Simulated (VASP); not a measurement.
# Si (P6_3/mmc) in VASP: notebook, part 2 of 2

VASP 6.6.1. The steps go on from the part before.

## Step 3: Dielectric tensor, LDA

The input, INCAR:

```
SYSTEM = Si
PREC     = Accurate       ! precision mode
ENCUT    = 600            ! plane-wave cutoff, eV
EDIFF    = 1E-8           ! SCF threshold, eV
ISMEAR   = 0              ! smearing method
SIGMA    = 0.03           ! smearing width, eV
LREAL    = .FALSE.        ! projectors in reciprocal space
LASPH    = .TRUE.         ! aspherical terms in the spheres
NELM     = 80             ! most SCF steps
ALGO     = Fast           ! electronic algorithm
ISIF     = 2              ! what is computed and relaxed
LWAVE    = .FALSE.        ! write WAVECAR
LCHARG   = .FALSE.        ! write CHGCAR
LEPSILON = .TRUE.         ! dielectric tensor by DFPT
KPAR     = 2
```

The input, KPOINTS:

```
regular mesh
0
G
  15 15 7
  0 0 0
```

The input, POSCAR:

```
Si                                      
1.0
    3.8033075585      0.0000000000      0.0000000000
   -1.9016537793      3.2937609640     -0.0000000000
   -0.0000000000     -0.0000000000      6.2887956613
  Si            
     4
Direct
     0.3333333300000021    0.6666666699999979    0.0629926377516976
     0.6666666699999979    0.3333333300000021    0.5629926377516976
     0.3333333300000021    0.6666666699999979    0.4370073622483024
     0.6666666699999979    0.3333333300000021    0.9370073622483024
```

Potentials or basis: VASP PAW LDA potentials, release 64 (Si).

Launch:

```sh
cat potpaw_LDA.64/Si/POTCAR > POTCAR
mpirun -np 2 vasp_std > vasp.out
```

OUTCAR:

```text
SYSTEM = Si
   PREC = Accurate
   ENCUT = 600
   EDIFF = 1E-8
   ISMEAR = 0
   LREAL = .FALSE.
   LASPH = .TRUE.
   NELM = 80
   ISIF = 2
   LEPSILON = .TRUE.

 ion  position               nearest neighbor table
   1  0.333  0.667  0.063-   4 2.33   4 2.33   4 2.33   3 2.35
   2  0.667  0.333  0.563-   3 2.33   3 2.33   3 2.33   4 2.35
   3  0.333  0.667  0.437-   2 2.33   2 2.33   2 2.33   1 2.35
   4  0.667  0.333  0.937-   1 2.33   1 2.33   1 2.33   2 2.35

  LATTYP: Found a hexagonal cell.
 ALAT       =     3.8033075585
 C/A-ratio  =     1.6535069974

  Lattice vectors:

 A1 = (   3.8033075585,   0.0000000000,   0.0000000000)
[... 623 lines left out ...]

 MACROSCOPIC STATIC DIELECTRIC TENSOR (including local field effects in DFT)
 ------------------------------------------------------
          13.033920    -0.000000     0.000000
          -0.000000    13.033920     0.000000
           0.000000    -0.000000    14.122812
 ------------------------------------------------------

 PIEZOELECTRIC TENSOR (including local field effects)  for field in x, y, z        (e  Angst)
          XX          YY          ZZ          XY          YZ          ZX
  --------------------------------------------------------------------------------
  x     0.00000     0.00000     0.00000     0.00000     0.00000     0.00000
  y     0.00000     0.00000     0.00000     0.00000     0.00000     0.00000
  z     0.00000     0.00000     0.00000     0.00000     0.00000     0.00000

 PIEZOELECTRIC TENSOR (including local field effects)  for field in x, y, z        (C/m^2)
          XX          YY          ZZ          XY          YZ          ZX
  --------------------------------------------------------------------------------
  x     0.00000     0.00000     0.00000     0.00000     0.00000     0.00000
  y     0.00000     0.00000     0.00000     0.00000     0.00000     0.00000
  z     0.00000     0.00000     0.00000     0.00000     0.00000     0.00000

 BORN EFFECTIVE CHARGES (including local field effects) (in |e|, cummulative output)
 ---------------------------------------------------------------------------------
 ion    1
    1     0.00000     0.00000    -0.00000
    2     0.00000    -0.00000    -0.00000
    3    -0.00000    -0.00000     0.00000
 ion    2
    1     0.00000    -0.00000     0.00000
    2     0.00000    -0.00000     0.00000
    3     0.00000     0.00000     0.00000
 ion    3
    1     0.00000    -0.00000     0.00000
    2     0.00000    -0.00000     0.00000
    3     0.00000     0.00000     0.00000
 ion    4
    1     0.00000     0.00000    -0.00000
    2     0.00000    -0.00000    -0.00000
    3    -0.00000    -0.00000     0.00000
```

OSZICAR:

```text
N       E                     dE             d eps       ncg     rms          rms(c)
DAV:   1     0.349487104914E+02    0.34949E+02   -0.67389E+03  2592   0.123E+03
[... 12 lines left out ...]
RMM:   6    -0.301843893504E+01   -0.11439E-02   -0.14780E-04  4484   0.698E-02    0.170E-02
RMM:   7    -0.301858407381E+01   -0.14514E-03   -0.12423E-05  4533   0.175E-02    0.403E-03
RMM:   8    -0.301885996419E+01   -0.27589E-03   -0.24440E-06  4436   0.740E-03    0.962E-04
RMM:   9    -0.301882081260E+01    0.39152E-04   -0.32269E-07  4622   0.198E-03    0.249E-04
RMM:  10    -0.301882677052E+01   -0.59579E-05    0.20258E-08  4663   0.458E-04    0.945E-05
RMM:  11    -0.301882828792E+01   -0.15174E-05    0.78075E-08  4350   0.185E-04    0.212E-05
RMM:  12    -0.301882779798E+01    0.48994E-06    0.17534E-08  2401   0.783E-05    0.103E-05
RMM:  13    -0.301882777084E+01    0.27145E-07    0.14584E-08  1676   0.697E-05    0.174E-06
```

stdout:

```text
POSCAR found type information on POSCAR Si
 POSCAR found :  1 types and       4 ions
 scaLAPACK will be used
 LDA part: xc-table for (Slater(with rela. corr.)+CA(PZ))
 , standard interpolation
 POSCAR, INCAR and KPOINTS ok, starting setup
 FFT: planning ... GRIDC
 FFT: planning ... GRID_SOFT
 FFT: planning ... GRID
 WAVECAR not read
 entering main loop
 Linear response reoptimize wavefunctions to high precision
 Linear response G [H, r] |phi>, progress :
  Direction:   1
 Linear response G [H, r] |phi>, progress :
  Direction:   2
 Linear response G [H, r] |phi>, progress :
  Direction:   3
 Linear response to external field (no local field effect), progress :
  Direction:   1
 dielectric tensor                  component  1 :    10.852    -6.073    -2.640
 Linear response to external field (no local field effect), progress :
  Direction:   2
 dielectric tensor                  component  2 :    -6.073    16.945    -2.109
 Linear response to external field (no local field effect), progress :
  Direction:   3
 dielectric tensor                  component  3 :    -2.640    -2.109    14.923
 Linear response to external field, progress :
  Direction:   1
 dielectric tensor                  component  1 :    13.034    -2.435    -0.175
 Linear response to external field, progress :
  Direction:   2
 dielectric tensor                  component  2 :    -2.421    13.034    -2.207
 Linear response to external field, progress :
  Direction:   3
 dielectric tensor                  component  3 :    -2.587    -2.061    14.123
 Born effective charges drift removed
```

Run time: 4.5 min. Hardware: 2 MPI ranks of Intel Xeon 6975P-C (Granite Rapids), shared host; peak memory 0.68 GiB.

What came out:

* Band gap on the k mesh: 0.28 eV, indirect (least direct gap 0.99 eV)
* Electronic dielectric tensor (diagonal): 13.03, 13.03, 14.12
* Born charges (mean of the diagonal): Si +0.00 e

Electronic dielectric tensor:
```
13.03  0.00  0.00
 0.00 13.03  0.00
 0.00  0.00 14.12
```

Born effective charge tensors (e):
atom 1, Si
```
0.00 0.00 0.00
0.00 0.00 0.00
0.00 0.00 0.00
```
atom 2, Si
```
0.00 0.00 0.00
0.00 0.00 0.00
0.00 0.00 0.00
```
atom 3, Si
```
0.00 0.00 0.00
0.00 0.00 0.00
0.00 0.00 0.00
```
atom 4, Si
```
0.00 0.00 0.00
0.00 0.00 0.00
0.00 0.00 0.00
```

Caveat: the gap is small at this level, which inflates the dielectric constant; an odd mesh through Γ misses points on the zone boundary, where band edges often lie.
